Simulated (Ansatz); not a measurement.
**NaI, response to strain**

Base system: NaI in the rock salt structure (space group Fm-3m, No. 225; a = 6.4021 Å). Axes: x, y, z lie along the cube axes.

Strains are applied to the cell and any free atomic positions relax; under biaxial strain the out-of-plane vector relaxes too.

Calculations: PBEsol, PAW, 420 eV (Ansatz, a program for electronic structure; spin-orbit coupling left out).

Notes on the quantities. in-plane stress: mean in-plane stress (compression positive).

```json
[
 {"variant": "biaxial strain −2.50 %, plane normal [111], relaxed out of plane", "out-of-plane strain": "+2.42 %", "in-plane stress": "+0.7 GPa"},
 {"variant": "biaxial strain −2.08 %, plane normal [111], relaxed out of plane", "out-of-plane strain": "+2.02 %", "in-plane stress": "+0.6 GPa"},
 {"variant": "biaxial strain −1.25 %, plane normal [111], relaxed out of plane", "out-of-plane strain": "+1.23 %", "in-plane stress": "+0.4 GPa"},
 {"variant": "biaxial strain −0.83 %, plane normal [111], relaxed out of plane", "out-of-plane strain": "+0.83 %", "in-plane stress": "+0.2 GPa"},
 {"variant": "biaxial strain −0.42 %, plane normal [111], relaxed out of plane", "out-of-plane strain": "…", "in-plane stress": "…"},
 {"variant": "biaxial strain +0.83 %, plane normal [111], relaxed out of plane", "out-of-plane strain": "-0.77 %", "in-plane stress": "-0.2 GPa"},
 {"variant": "biaxial strain +1.25 %, plane normal [111], relaxed out of plane", "out-of-plane strain": "-1.17 %", "in-plane stress": "-0.3 GPa"},
 {"variant": "biaxial strain +1.67 %, plane normal [111], relaxed out of plane", "out-of-plane strain": "-1.58 %", "in-plane stress": "-0.4 GPa"},
 {"variant": "biaxial strain +2.08 %, plane normal [111], relaxed out of plane", "out-of-plane strain": "-1.98 %", "in-plane stress": "-0.5 GPa"}
]
```

Task: Some entries are withheld; estimate them.

Result: 
- biaxial strain −0.42 %, plane normal [111], relaxed out of plane, out-of-plane strain: +0.43 %
- biaxial strain −0.42 %, plane normal [111], relaxed out of plane, in-plane stress: +0.1 GPa

Whether these cells are dynamically stable was not tested.
